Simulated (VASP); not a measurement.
# Ba (P6/mmm) in VASP: single point with PBE

Aim: the single point of Ba with PBE.

All numbers are computed with VASP 6.6.1; they aren't measurements. Logs are shortened: lines on timing, memory, paths and dates and some standing lists are left out, and cuts for length are marked.

### Step 1. The crystal as given

It takes space group P6/mmm (No. 191, hexagonal). The conventional cell has a = 6.996 Å, b = 6.996 Å, c = 3.909 Å, α = 90.00°, β = 90.00°, γ = 120.00°. Ba (site symmetry -6m2) is surrounded by 5 Ba at 3.91 to 4.04 Å.

This isn't the form of Ba at room conditions, which is bcc.

### Step 2. Single point, PBE

Input file INCAR:

```
ALGO = Normal
EDIFF = 1E-6
ENCUT = 520
GGA = PE
ISIF = 2
ISMEAR = 1
LASPH = True
LCHARG = False
LREAL = False
LWAVE = False
NBANDS = 17
NELM = 100
PREC = Accurate
SIGMA = 0.1
```

Input file KPOINTS:

```
k-points
0
Gamma
  4 4 6
```

Input file POSCAR:

```
Ba
1.0
    6.9960670000      0.0000000000      0.0000000000
   -3.4980335000      6.0587717486      0.0000000000
    0.0000000000      0.0000000000      3.9093940000
Ba
2
Direct
    0.3333333333      0.6666666667      0.5000000000
    0.6666666667      0.3333333333      0.5000000000
```

Potentials or basis: VASP PAW PBE potentials, release 64 (Ba_sv).

Command:

```console
$ cat potpaw_PBE.64/Ba_sv/POTCAR > POTCAR
$ mpirun -np 1 vasp_std > vasp.out
```

OUTCAR:

```text
EDIFF = 1E-6
   ENCUT = 520
   GGA = PE
   ISIF = 2
   ISMEAR = 1
   LASPH = True
   LREAL = False
   NELM = 100
   PREC = Accurate

 ion  position               nearest neighbor table
   1  0.333  0.667  0.500-   2 4.04   2 4.04   2 4.04
   2  0.667  0.333  0.500-   1 4.04   1 4.04   1 4.04

  LATTYP: Found a hexagonal cell.
 ALAT       =     6.9960670000
 C/A-ratio  =     0.5587988223

  Lattice vectors:

 A1 = (   6.9960670000,   0.0000000000,   0.0000000000)
 A2 = (  -3.4980335000,   6.0587717486,   0.0000000000)
 A3 = (   0.0000000000,   0.0000000000,   3.9093940000)

Analysis of symmetry for initial positions (statically):
=====================================================================
 Subroutine PRICEL returns:
 Original cell was already a primitive cell.

 Routine SETGRP: Setting up the symmetry group for a
 hexagonal supercell.

 Subroutine GETGRP returns: Found 24 space group operations
 (whereof 24 operations were pure point group operations)
 out of a pool of 24 trial point group operations.

The static configuration has the point symmetry D_6h.

Analysis of symmetry for dynamics (positions and initial velocities):
=====================================================================
 Subroutine PRICEL returns:
 Original cell was already a primitive cell.

 Routine SETGRP: Setting up the symmetry group for a
 hexagonal supercell.

 Subroutine GETGRP returns: Found 24 space group operations
 (whereof 24 operations were pure point group operations)
 out of a pool of 24 trial point group operations.

The dynamic configuration has the point symmetry D_6h.

 Subroutine INISYM returns: Found 24 space group operations
 (whereof 24 operations are pure point group operations),
 and found     1 'primitive' translations

----------------------------------------------------------------------------------------

                                     Primitive cell

  volume of cell :     165.7097

  direct lattice vectors                    reciprocal lattice vectors
     6.996067000  0.000000000  0.000000000     0.142937453  0.082524977  0.000000000
    -3.498033500  6.058771749  0.000000000     0.000000000  0.165049954  0.000000000
     0.000000000  0.000000000  3.909394000     0.000000000  0.000000000  0.255794121

  length of vectors
     6.996067000  6.996067000  3.909394000     0.165049954  0.165049954  0.255794121

  position of ions in fractional coordinates (direct lattice)
     0.333333333  0.666666667  0.500000000
     0.666666667  0.333333333  0.500000000

  ion indices of the primitive-cell ions
   primitive index   ion index
                 1           1
                 2           2

----------------------------------------------------------------------------------------

 KPOINTS: k-points

Automatic generation of k-mesh.
 Grid dimensions read from file:
 generate k-points for:    4    4    6

 Generating k-lattice:

  Cartesian coordinates                     Fractional coordinates (reciprocal lattice)
     0.035734363  0.020631244  0.000000000     0.250000000  0.000000000  0.000000000
     0.000000000  0.041262489  0.000000000     0.000000000  0.250000000  0.000000000
     0.000000000  0.000000000  0.042632353     0.000000000  0.000000000  0.166666667

  Length of vectors
     0.041262489  0.041262489  0.042632353

  Shift w.r.t. Gamma in fractional coordinates (k-lattice)
     0.000000000  0.000000000  0.000000000

 Subroutine IBZKPT returns following result:
 ===========================================

 Found     16 irreducible k-points:

 Following reciprocal coordinates:
            Coordinates               Weight
  0.000000  0.000000  0.000000      1.000000
  0.250000 -0.000000  0.000000      6.000000
  0.500000 -0.000000  0.000000      3.000000
  0.250000  0.250000  0.000000      6.000000
  0.000000  0.000000  0.166667      2.000000
  0.250000 -0.000000  0.166667     12.000000
[... 8 lines left out ...]
  0.500000 -0.000000  0.500000      3.000000
  0.250000  0.250000  0.500000      6.000000
   k-points           NKPTS =     16   k-points in BZ     NKDIM =     16   number of bands    NBANDS=     17
   number of dos      NEDOS =    301   number of ions     NIONS =      2
   total plane-waves  NPLWV =  87480
   dimension x,y,z NGX =    54 NGY =   54 NGZ =   30
   dimension x,y,z NGXF=   108 NGYF=  108 NGZF=   60
   ions per type =               2
   NGX,Y,Z   is equivalent  to a cutoff of  12.83, 12.83, 12.76 a.u.
   NGXF,Y,Z  is equivalent  to a cutoff of  25.66, 25.66, 25.51 a.u.
 SYSTEM =  unknown system
   PREC   = accura    normal or accurate (medium, high low for compatibility)
   ISTART =      0    job   : 0-new  1-cont  2-samecut
   ICHARG =      2    charge: 1-file 2-atom 10-const
   ISPIN  =      1    spin polarized calculation?
   LNONCOLLINEAR =      F non collinear calculations
   LSORBIT =      F    spin-orbit coupling
   LASPH  =      T    aspherical Exc in radial PAW
   ENCUT  =  520.0 eV  38.22 Ry    6.18 a.u.  13.01 13.01  7.27*2*pi/ulx,y,z
   NELM   =    100;   NELMIN=  2; NELMDL= -5     # of ELM steps
   EDIFF  = 0.1E-05   stopping-criterion for ELM
   LREAL  =      F    real-space projection
   EDIFFG = 0.1E-04   stopping-criterion for IOM
   NSW    =      0    number of steps for IOM
   IBRION =     -1    ionic relax: 0-MD 1-quasi-New 2-CG
   NFREE  =      0    steps in history (QN), initial steepest desc. (CG)
   ISIF   =      2    stress and relaxation
   ISYM   =      2    0-nonsym 1-usesym 2-fastsym
   POTIM  = 0.5000    time-step for ionic-motion
   TEBEG  =    0.0;   TEEND  =   0.0 temperature during run
   PSTRESS=    0.0 pullay stress
   NELECT =      20.0000    total number of electrons
   NUPDOWN=      -1.0000    fix difference up-down
   EMIN   =  10.00;   EMAX   =-10.00  energy-range for DOS
   EFERMI =   0.00;   METHOD = LEGACY
   ISMEAR =     1;   SIGMA  =   0.10  broadening in eV -4-tet -1-fermi 0-gaus
   EFERMI_NEDOS =   21; number of points for ismear=-14 and -15
   IALGO  =     38    algorithm
   IMIX   =      4    mixing-type and parameters
     AMIX     =   0.40;   BMIX     =  1.00
     AMIX_MAG =   1.60;   BMIX_MAG =  1.00
  volume/ion in A,a.u.               =      82.85       559.13
  Fermi-wavevector in a.u.,A,eV,Ry     =   0.809038  1.528860  8.905588  0.654542
  Thomas-Fermi vector in A             =   1.917955
   LORBIT       =      0    0 simple, 1 ext, 2 COOP (PROOUT), +10 PAW based schemes
   GGA     = PE    functional components
   LHFCALC =     F    Hartree Fock is set to
   AEXX    =    0.0000 exact exchange contribution
   IVDW    =     0    specifies the selected vdW correction
   LEPSILON=     F    determine dielectric tensor
   LRPA    =     F    only Hartree local field effects (RPA)
 non-spin polarized calculation
 Methfessel and Paxton  Order N= 1 SIGMA  =   0.10
  energy-cutoff  :      520.00
  volume of cell :      165.71
 maximum number of plane-waves:      4475
 NGX is ok and might be reduce to    54
   NGX = 25   NGY = 25   NGZ = 15

 number of electron      20.0000003 magnetization

 Free energy of the ion-electron system (eV)
  ---------------------------------------------------
  ext. energy  EPLUGINS =         0.00000000
  ---------------------------------------------------
  free energy    TOTEN  =        -2.31086508 eV

  energy without entropy =       -2.30933590  energy(sigma->0) =       -2.31035535

 E-fermi :   0.5446     XC(G=0):  -6.3934

 val. band max:        0.5058961813   @ k =   0.2500   0.2500   0.1667
 cond. band min:       0.5766706267   @ k =   0.2500  -0.0000   0.3333
 fundamental gap:      0.0707744454
 Fermi energy:         0.5445626202

 k-point     1 :       0.0000    0.0000    0.0000
  band No.  band energies     occupation
      1     -28.7345      2.00000
      2     -28.6660      2.00000
      3     -14.1184      2.00000
      4     -14.1184      2.00000
      5     -13.7305      2.00000
      6     -13.7305      2.00000
[... 9 lines left out ...]
     16       3.7541      0.00000
     17       3.7541      0.00000

 k-point     2 :       0.2500   -0.0000    0.0000
  band No.  band energies     occupation
      1     -28.7258      2.00000
      2     -28.6748      2.00000
      3     -14.1347      2.00000
      4     -14.0795      2.00000
      5     -13.7724      2.00000
      6     -13.7121      2.00000
[... 9 lines left out ...]
     16       3.6849      0.00000
     17       3.8571      0.00000

 k-point     3 :       0.5000   -0.0000    0.0000
  band No.  band energies     occupation
      1     -28.7118      2.00000
      2     -28.6890      2.00000
      3     -14.1497      2.00000
      4     -14.0255      2.00000
      5     -13.8294      2.00000
      6     -13.6950      2.00000
[... 9 lines left out ...]
     16       3.3002      0.00000
     17       3.6301      0.00000

 k-point     4 :       0.2500    0.2500    0.0000
  band No.  band energies     occupation
      1     -28.7118      2.00000
      2     -28.6890      2.00000
      3     -14.1587      2.00000
      4     -14.0011      2.00000
      5     -13.8540      2.00000
      6     -13.6858      2.00000
[... 9 lines left out ...]
     16       2.9765      0.00000
     17       3.5761      0.00000

 k-point     5 :       0.0000    0.0000    0.1667
  band No.  band energies     occupation
      1     -28.7184      2.00000
      2     -28.6505      2.00000
      3     -14.0938      2.00000
      4     -14.0938      2.00000
      5     -13.7109      2.00000
      6     -13.7109      2.00000
[... 9 lines left out ...]
     16       2.7983      0.00000
     17       2.7983      0.00000

 k-point     6 :       0.2500   -0.0000    0.1667
  band No.  band energies     occupation
      1     -28.7098      2.00000
      2     -28.6592      2.00000
      3     -14.1098      2.00000
      4     -14.0553      2.00000
      5     -13.7528      2.00000
      6     -13.6930      2.00000
[... 9 lines left out ...]
     16       2.9592      0.00000
     17       3.0120      0.00000

 k-point     7 :       0.5000   -0.0000    0.1667
  band No.  band energies     occupation
      1     -28.6959      2.00000
      2     -28.6733      2.00000
      3     -14.1245      2.00000
      4     -14.0018      2.00000
      5     -13.8092      2.00000
      6     -13.6762      2.00000
[... 9 lines left out ...]
     16       3.1344      0.00000
     17       3.3414      0.00000

 k-point     8 :       0.2500    0.2500    0.1667
  band No.  band energies     occupation
      1     -28.6959      2.00000
      2     -28.6733      2.00000
      3     -14.1332      2.00000
      4     -13.9781      2.00000
      5     -13.8332      2.00000
      6     -13.6672      2.00000
[... 9 lines left out ...]
     16       2.6818      0.00000
     17       3.4239      0.00000

 k-point     9 :       0.0000    0.0000    0.3333
  band No.  band energies     occupation
      1     -28.6858      2.00000
      2     -28.6190      2.00000
      3     -14.0612      2.00000
      4     -14.0437      2.00000
      5     -14.0437      2.00000
      6     -13.9464      2.00000
[... 9 lines left out ...]
     16       2.5453      0.00000
     17       2.9089      0.00000

 k-point    10 :       0.2500   -0.0000    0.3333
  band No.  band energies     occupation
      1     -28.6774      2.00000
      2     -28.6276      2.00000
      3     -14.0590      2.00000
      4     -14.0469      2.00000
      5     -14.0067      2.00000
      6     -13.9604      2.00000
[... 9 lines left out ...]
     16       2.7120      0.00000
     17       3.0504      0.00000

 k-point    11 :       0.5000   -0.0000    0.3333
  band No.  band energies     occupation
      1     -28.6637      2.00000
      2     -28.6414      2.00000
      3     -14.0731      2.00000
      4     -14.0235      2.00000
      5     -13.9871      2.00000
      6     -13.9511      2.00000
[... 9 lines left out ...]
     16       2.9426      0.00000
     17       3.4847      0.00000

 k-point    12 :       0.2500    0.2500    0.3333
  band No.  band energies     occupation
      1     -28.6637      2.00000
      2     -28.6414      2.00000
      3     -14.0814      2.00000
      4     -14.0235      2.00000
      5     -13.9862      2.00000
      6     -13.9293      2.00000
[... 9 lines left out ...]
     16       3.0409      0.00000
     17       3.3563      0.00000

 k-point    13 :       0.0000    0.0000    0.5000
  band No.  band energies     occupation
      1     -28.6694      2.00000
      2     -28.6032      2.00000
      3     -14.2369      2.00000
      4     -14.1124      2.00000
      5     -14.0183      2.00000
      6     -14.0183      2.00000
[... 9 lines left out ...]
     16       2.5199     -0.00000
     17       2.5954      0.00000

 k-point    14 :       0.2500   -0.0000    0.5000
  band No.  band energies     occupation
      1     -28.6610      2.00000
      2     -28.6117      2.00000
      3     -14.2212      2.00000
      4     -14.1284      2.00000
      5     -14.0332      2.00000
      6     -13.9809      2.00000
[... 9 lines left out ...]
     16       2.8646      0.00000
     17       2.9885      0.00000

 k-point    15 :       0.5000   -0.0000    0.5000
  band No.  band energies     occupation
      1     -28.6474      2.00000
      2     -28.6254      2.00000
      3     -14.1958      2.00000
      4     -14.1543      2.00000
      5     -14.0469      2.00000
      6     -13.9286      2.00000
[... 9 lines left out ...]
     16       2.6119      0.00000
     17       4.1076      0.00000

 k-point    16 :       0.2500    0.2500    0.5000
  band No.  band energies     occupation
      1     -28.6474      2.00000
      2     -28.6254      2.00000
      3     -14.1958      2.00000
      4     -14.1543      2.00000
      5     -14.0550      2.00000
      6     -13.9065      2.00000
[... 9 lines left out ...]
     16       3.2137      0.00000
     17       3.4479      0.00000

------------------------ aborting loop because EDIFF is reached ----------------------------------------

  FORCE on cell =-STRESS in cart. coord.  units (eV):
  Direction    XX          YY          ZZ          XY          YZ          ZX
  --------------------------------------------------------------------------------------
  -------------------------------------------------------------------------------------
  Total        0.4697296      0.4697296      0.3892931      0.0000000      0.0000000      0.0000000
  in kB        4.5416171      4.5416171      3.7639110      0.0000000      0.0000000      0.0000000
  external PRESSURE =       4.2823818 kB  Pullay stress =       0.0000000 kB

 VOLUME and BASIS-vectors are now :
 -----------------------------------------------------------------------------
  energy-cutoff  :      520.00
  volume of cell :      165.71
      direct lattice vectors                 reciprocal lattice vectors
     6.996067000  0.000000000  0.000000000     0.142937453  0.082524977  0.000000000
    -3.498033500  6.058771749  0.000000000     0.000000000  0.165049954  0.000000000
     0.000000000  0.000000000  3.909394000     0.000000000  0.000000000  0.255794121

 POSITION                                       TOTAL-FORCE (eV/Angst)
 -----------------------------------------------------------------------------------
     -0.00000      4.03918      1.95470        -0.000000     -0.000000      0.000000
      3.49803      2.01959      1.95470         0.000000      0.000000      0.000000
 -----------------------------------------------------------------------------------
    total drift:                               -0.000000      0.000000     -0.000000

  FREE ENERGIE OF THE ION-ELECTRON SYSTEM (eV)
  ---------------------------------------------------
  free  energy   TOTEN  =        -2.3108650800 eV

  energy  without entropy=       -2.3093359008  energy(sigma->0) =       -2.31035535
```

Wall time 41 s (1 thread of Intel Xeon Platinum 8488C (Sapphire Rapids), shared host); peak memory 0.27 GiB.

What came out:

| Quantity | Value |
| --- | --- |
| Free energy | -2.3109 eV |
| Pressure | 0.4 GPa |
| Band gap on the k mesh | none (metal or under the smearing width) |

Stress tensor (GPa, compression positive):
```
0.45 0.00 0.00
0.00 0.45 0.00
0.00 0.00 0.38
```
